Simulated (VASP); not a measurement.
# N in VASP: a series of runs, part 2 of 2

VASP 6.6.1. The steps go on from the part before.

## (3) Single point, optB86b-vdW, collinear spin, ferromagnetic start

INCAR

```
SYSTEM = N
PREC = Accurate ; ENCUT = 400
EDIFF = 1E-6 ; ISMEAR = 0
SIGMA = 0.01 ; LREAL = .FALSE.
LASPH = .TRUE. ; NELM = 80
ALGO = Normal ; ISIF = 2
LWAVE = .FALSE. ; LCHARG = .FALSE.
ISPIN = 2 ; MAGMOM = 3.1
LORBIT = 11 ; NUPDOWN = 3
GGA = MK ; LUSE_VDW = .TRUE.
AGGAC = 0.0 ; PARAM1 = 0.1234
PARAM2 = 1.0 ; ISYM = 0
```

KPOINTS

```
regular mesh
0
G
  1 1 1
  0 0 0
```

POSCAR

```
N                                       
1.0
   10.5000000000      0.0000000000      0.0000000000
    0.0000000000     11.0000000000      0.0000000000
    0.0000000000      0.0000000000     11.5000000000
  N             
     1
Selective dynamics
Direct
     0.5000000000000000    0.5045454544999970    0.5000000000000000   F   F   F
```

Potentials or basis: VASP PAW PBE potentials, release 64 (N).

On the command line:

```
> cat potpaw_PBE.64/N/POTCAR > POTCAR
> mpirun -np 4 vasp_gam > vasp.out
```

OUTCAR:

```text
SYSTEM = N
   PREC = Accurate
   ENCUT = 400
   EDIFF = 1E-6
   ISMEAR = 0
   LREAL = .FALSE.
   LASPH = .TRUE.
   NELM = 80
   ISIF = 2
   ISPIN = 2
   LORBIT = 11
   NUPDOWN = 3
   GGA = MK
   ISYM = 0

 ion  position               nearest neighbor table
   1  0.500  0.505  0.500-

IMPORTANT INFORMATION: All symmetrisations will be switched off!
NOSYMM: (Re-)initialisation of all symmetry stuff for point group C_1.

----------------------------------------------------------------------------------------

                                     Primitive cell

  volume of cell :    1328.2500

  direct lattice vectors                    reciprocal lattice vectors
    10.500000000  0.000000000  0.000000000     0.095238095  0.000000000  0.000000000
     0.000000000 11.000000000  0.000000000     0.000000000  0.090909091  0.000000000
     0.000000000  0.000000000 11.500000000     0.000000000  0.000000000  0.086956522

  length of vectors
    10.500000000 11.000000000 11.500000000     0.095238095  0.090909091  0.086956522

  position of ions in fractional coordinates (direct lattice)
     0.500000000  0.504545454  0.500000000

  ion indices of the primitive-cell ions
   primitive index   ion index
                 1           1

----------------------------------------------------------------------------------------

 KPOINTS: regular mesh

Automatic generation of k-mesh.
 Grid dimensions read from file:
 generate k-points for:    1    1    1

 Generating k-lattice:

  Cartesian coordinates                     Fractional coordinates (reciprocal lattice)
     0.095238095  0.000000000  0.000000000     1.000000000  0.000000000  0.000000000
     0.000000000  0.090909091  0.000000000     0.000000000  1.000000000  0.000000000
     0.000000000  0.000000000  0.086956522     0.000000000  0.000000000  1.000000000

  Length of vectors
     0.095238095  0.090909091  0.086956522

  Shift w.r.t. Gamma in fractional coordinates (k-lattice)
     0.000000000  0.000000000  0.000000000

 Subroutine IBZKPT returns following result:
[... 60 lines left out ...]
  energy-cutoff  :      400.00
  volume of cell :     1328.25
 maximum number of plane-waves:     12033
 NGX is ok and might be reduce to    70
   NGX = 35   NGY = 35   NGZ = 37

 number of electron       4.9999998 magnetization       3.0000013

 Free energy of the ion-electron system (eV)
  ---------------------------------------------------
  ext. energy  EPLUGINS =         0.00000000
  ---------------------------------------------------
  free energy    TOTEN  =        -1.57712379 eV

  energy without entropy =       -1.57712379  energy(sigma->0) =       -1.57712379

 E-fermi : -15.2631     XC(G=0):  -0.6086

 val. band max:       -8.1832304107   @ k =   0.0000   0.0000   0.0000
 cond. band min:      -4.2520881251   @ k =   0.0000   0.0000   0.0000
 fundamental gap:      3.9311422855
 Fermi energy:        -8.0960207644

 spin component 1

 k-point     1 :       0.0000    0.0000    0.0000
  band No.  band energies     occupation
      1     -19.6851      1.00000
      2      -8.1834      1.00000
      3      -8.1833      1.00000
      4      -8.1832      1.00000
      5      -0.6182      0.00000
      6       0.5780      0.00000
      7       0.5800      0.00000
      8       0.6723      0.00000
 Fermi energy:       -15.2631202094

 spin component 2

 k-point     1 :       0.0000    0.0000    0.0000
  band No.  band energies     occupation
      1     -15.3652      1.00000
      2      -4.2521      0.00000
      3      -4.2520      0.00000
      4      -4.2519      0.00000
      5      -0.4704      0.00000
      6       0.7157      0.00000
      7       0.7758      0.00000
      8       0.8903      0.00000

------------------------ aborting loop because EDIFF is reached ----------------------------------------

  FORCE on cell =-STRESS in cart. coord.  units (eV):
  Direction    XX          YY          ZZ          XY          YZ          ZX
  --------------------------------------------------------------------------------------
  -------------------------------------------------------------------------------------
  Total       -0.5429408     -0.5474138     -0.5461900      0.0000001      0.0000000     -0.0000000
  in kB       -0.6549124     -0.6603079     -0.6588317      0.0000001      0.0000000     -0.0000000
  external PRESSURE =      -0.6580174 kB  Pullay stress =       0.0000000 kB

 VOLUME and BASIS-vectors are now :
 -----------------------------------------------------------------------------
  energy-cutoff  :      400.00
  volume of cell :     1328.25
      direct lattice vectors                 reciprocal lattice vectors
    10.500000000  0.000000000  0.000000000     0.095238095  0.000000000  0.000000000
     0.000000000 11.000000000  0.000000000     0.000000000  0.090909091  0.000000000
     0.000000000  0.000000000 11.500000000     0.000000000  0.000000000  0.086956522

 POSITION                                       TOTAL-FORCE (eV/Angst)
 -----------------------------------------------------------------------------------
      5.25000      5.55000      5.75000        -0.000000      0.000848     -0.000000
 -----------------------------------------------------------------------------------
    total drift:                               -0.000000      0.000848     -0.000000

  FREE ENERGIE OF THE ION-ELECTRON SYSTEM (eV)
  ---------------------------------------------------
  free  energy   TOTEN  =        -1.5771237918 eV

  energy  without entropy=       -1.5771237918  energy(sigma->0) =       -1.57712379

Total vdW correction in eV:      1.4252607

 total charge

# of ion       s       p       d       tot
------------------------------------------
    1        1.374   1.868   0.000   3.243

 magnetization (x)

# of ion       s       p       d       tot
------------------------------------------
    1        0.037   1.868   0.000   1.905
```

OSZICAR:

```text
N       E                     dE             d eps       ncg     rms          rms(c)
DAV:   1     0.331875860001E+02    0.33188E+02   -0.66665E+02    40   0.197E+02
DAV:   2     0.138337506361E+02   -0.19354E+02   -0.19354E+02    48   0.340E+01
[... 15 lines left out ...]
DAV:  18    -0.157709801253E+01   -0.87078E-05   -0.48462E-07    32   0.522E-03    0.253E-04
DAV:  19    -0.157711236016E+01   -0.14348E-04   -0.12662E-06    40   0.532E-03    0.240E-04
DAV:  20    -0.157711765175E+01   -0.52916E-05   -0.31757E-07    40   0.340E-03    0.931E-05
DAV:  21    -0.157712151137E+01   -0.38596E-05   -0.14362E-07    40   0.213E-03    0.715E-05
DAV:  22    -0.157712378446E+01   -0.22731E-05   -0.42346E-08    40   0.145E-03    0.266E-05
DAV:  23    -0.157712379176E+01   -0.73073E-08   -0.29904E-09    40   0.493E-04
   1 F= -.15771238E+01 E0= -.15771238E+01  d E =-.689899E-35  mag=     3.0000
```

Wall time 2.8 min (4 MPI ranks of Intel Xeon 6975P-C (Granite Rapids), shared host); peak memory 0.84 GiB.

What came out:

| Item | Value |
| --- | --- |
| Free energy | -1.5771 eV |
| Net moment | 3.00 μB per cell |
| Site moments | N +1.91 μB |
| Valence electrons inside the program's atomic spheres | N 3.24 |

Caveat: the cutoff is under 1.25 times the usual one of these potentials, so pressure, stress and relaxed cells hold a basis-set (Pulay) error; the PAW data sets were made with another functional, which shifts forces and pressure a little; the total moment is fixed, so each spin has its own Fermi level.

## (4) Single point, rev-vdW-DF2, collinear spin, ferromagnetic start

Edit INCAR of step 3 so:

```diff
@@ -11,2 +11,3 @@
 AGGAC = 0.0 ; PARAM1 = 0.1234
-PARAM2 = 1.0 ; ISYM = 0
+PARAM2 = 0.711357 ; ZAB_VDW = -1.8867
+ISYM = 0
```

KPOINTS is that of step 3.

POSCAR is that of step 3.

On the command line:

```
> cat potpaw_PBE.64/N/POTCAR > POTCAR
> mpirun -np 4 vasp_gam > vasp.out
```

Wall time 2.9 min (4 MPI ranks of Intel Xeon 6975P-C (Granite Rapids), shared host); peak memory 0.83 GiB.

The run converged. Its results:

```yaml
Free_energy: -1.7672 eV
Net_moment: 3.00 μB per cell
Site_moments: N +1.91 μB
Valence_electrons_inside_the_program's_atomic_spheres: N 3.24
```

Caveat: the cutoff is under 1.25 times the usual one of these potentials, so pressure, stress and relaxed cells hold a basis-set (Pulay) error; the PAW data sets were made with another functional, which shifts forces and pressure a little; the total moment is fixed, so each spin has its own Fermi level.

## (5) Single point, LDA, collinear spin, ferromagnetic start

Edit INCAR of step 4 so:

```diff
@@ -9,5 +9,2 @@
 LORBIT = 11 ; NUPDOWN = 3
-GGA = MK ; LUSE_VDW = .TRUE.
-AGGAC = 0.0 ; PARAM1 = 0.1234
-PARAM2 = 0.711357 ; ZAB_VDW = -1.8867
-ISYM = 0
+GGA = CA ; ISYM = 0
```

KPOINTS is that of step 4.

POSCAR is that of step 4.

Potentials or basis: VASP PAW LDA potentials, release 64 (N).

On the command line:

```
> cat potpaw_LDA.64/N/POTCAR > POTCAR
> mpirun -np 4 vasp_gam > vasp.out
```

OUTCAR:

```text
SYSTEM = N
   PREC = Accurate
   ENCUT = 400
   EDIFF = 1E-6
   ISMEAR = 0
   LREAL = .FALSE.
   LASPH = .TRUE.
   NELM = 80
   ISIF = 2
   ISPIN = 2
   LORBIT = 11
   NUPDOWN = 3
   GGA = CA
   ISYM = 0

 ion  position               nearest neighbor table
   1  0.500  0.505  0.500-

IMPORTANT INFORMATION: All symmetrisations will be switched off!
NOSYMM: (Re-)initialisation of all symmetry stuff for point group C_1.

----------------------------------------------------------------------------------------
[... 156 lines left out ...]
  -------------------------------------------------------------------------------------
  Total       -0.4981308     -0.5018237     -0.5005912     -0.0000000      0.0000000      0.0000000
  in kB       -0.6008612     -0.6053157     -0.6038290     -0.0000000      0.0000000      0.0000000
  external PRESSURE =      -0.6033353 kB  Pullay stress =       0.0000000 kB

 VOLUME and BASIS-vectors are now :
 -----------------------------------------------------------------------------
  energy-cutoff  :      400.00
  volume of cell :     1328.25
      direct lattice vectors                 reciprocal lattice vectors
    10.500000000  0.000000000  0.000000000     0.095238095  0.000000000  0.000000000
     0.000000000 11.000000000  0.000000000     0.000000000  0.090909091  0.000000000
     0.000000000  0.000000000 11.500000000     0.000000000  0.000000000  0.086956522

 POSITION                                       TOTAL-FORCE (eV/Angst)
 -----------------------------------------------------------------------------------
      5.25000      5.55000      5.75000         0.000000     -0.000128     -0.000000
 -----------------------------------------------------------------------------------
    total drift:                                0.000000     -0.000128     -0.000000

  FREE ENERGIE OF THE ION-ELECTRON SYSTEM (eV)
  ---------------------------------------------------
  free  energy   TOTEN  =        -2.8779735086 eV

  energy  without entropy=       -2.8779735086  energy(sigma->0) =       -2.87797351

 total charge

# of ion       s       p       d       tot
------------------------------------------
    1        1.367   1.879   0.000   3.246

 magnetization (x)

# of ion       s       p       d       tot
------------------------------------------
    1        0.035   1.879   0.000   1.914
```

OSZICAR:

```text
N       E                     dE             d eps       ncg     rms          rms(c)
DAV:   1     0.325812941850E+02    0.32581E+02   -0.66727E+02    40   0.197E+02
DAV:   2     0.118780086625E+02   -0.20703E+02   -0.20703E+02    48   0.333E+01
[... 14 lines left out ...]
DAV:  17    -0.287794744708E+01   -0.25869E-04   -0.94948E-07    32   0.323E-03    0.362E-04
DAV:  18    -0.287796076721E+01   -0.13320E-04   -0.26828E-07    32   0.170E-03    0.245E-04
DAV:  19    -0.287796975909E+01   -0.89919E-05   -0.27878E-07    32   0.166E-03    0.128E-04
DAV:  20    -0.287797174516E+01   -0.19861E-05   -0.32955E-08    32   0.646E-04    0.882E-05
DAV:  21    -0.287797277097E+01   -0.10258E-05   -0.64411E-09    56   0.340E-04    0.479E-05
DAV:  22    -0.287797350858E+01   -0.73761E-06   -0.75029E-09    40   0.389E-04
   1 F= -.28779735E+01 E0= -.28779735E+01  d E =-.112684E-43  mag=     3.0000
```

It took 8.6 s on 4 MPI ranks of Intel Xeon 6975P-C (Granite Rapids), shared host; peak memory 0.26 GiB.

Results:

| Quantity | Value |
| --- | --- |
| Free energy | -2.8780 eV |
| Net moment | 3.00 μB per cell |
| Site moments | N +1.91 μB |
| Valence electrons inside the program's atomic spheres | N 3.25 |

Caveat: the cutoff is under 1.25 times the usual one of these potentials, so pressure, stress and relaxed cells hold a basis-set (Pulay) error; the total moment is fixed, so each spin has its own Fermi level.

## (6) Overview

```csv
level,potentials or basis,moment (μB)
RPBE+D3(BJ),"VASP PAW PBE potentials, release 64 (N)",3.00
optB86b-vdW,"VASP PAW PBE potentials, release 64 (N)",3.00
rev-vdW-DF2,"VASP PAW PBE potentials, release 64 (N)",3.00
LDA,"VASP PAW LDA potentials, release 64 (N)",3.00
```

Alike in all rows: task single point; spin collinear, ferromagnetic start; fixed moment (μB) 3; cell as given; k mesh 1 × 1 × 1; cutoff (eV) 400; smearing gaussian 0.01 eV.

Caveats: the cutoff is under 1.25 times the usual one of these potentials, so pressure, stress and relaxed cells hold a basis-set (Pulay) error; the total moment is fixed, so each spin has its own Fermi level; the PAW data sets were made with another functional, which shifts forces and pressure a little (some runs).

Total energies depend on the potentials used, so only differences within one code and one set of settings carry meaning.
